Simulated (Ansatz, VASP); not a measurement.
# Two plane-wave programs on Sn

```xyz
1
Lattice="-1.7032 1.7516 2.3067 1.7032 -1.7516 2.3067 1.7032 1.7516 -2.3067" Properties=species:S:1:pos:R:3 pbc="T T T"
Sn    0.0000    0.0000    0.0000
```

Change from the starting cell: volume scaled by 0.96.

Alike in both runs: task single point; functional PBE; k mesh 11 × 11 × 11; occupations fermi-dirac, width 0.05 eV; no spin polarisation.

|  | VASP | Ansatz |
| --- | --- | --- |
| version | VASP 6.6.1 | Ansatz 0.2.0 |
| potentials or method | VASP PAW PBE potentials, release 64 (Sn_d) | Ansatz PAW |
| plane-wave cutoff (eV) | 520 | 420 |
| valence electrons in the cell | 14 | 14 |

```csv
,VASP,Ansatz,Ansatz less VASP
gap on the k mesh at the Fermi level (eV),none,none,-
pressure (GPa),0.9,0.9,+0.06
largest component of the traceless stress (GPa),1.08,1.08,-0.001
```

A gap of «none» marks a metal or a gap that the smearing closes.
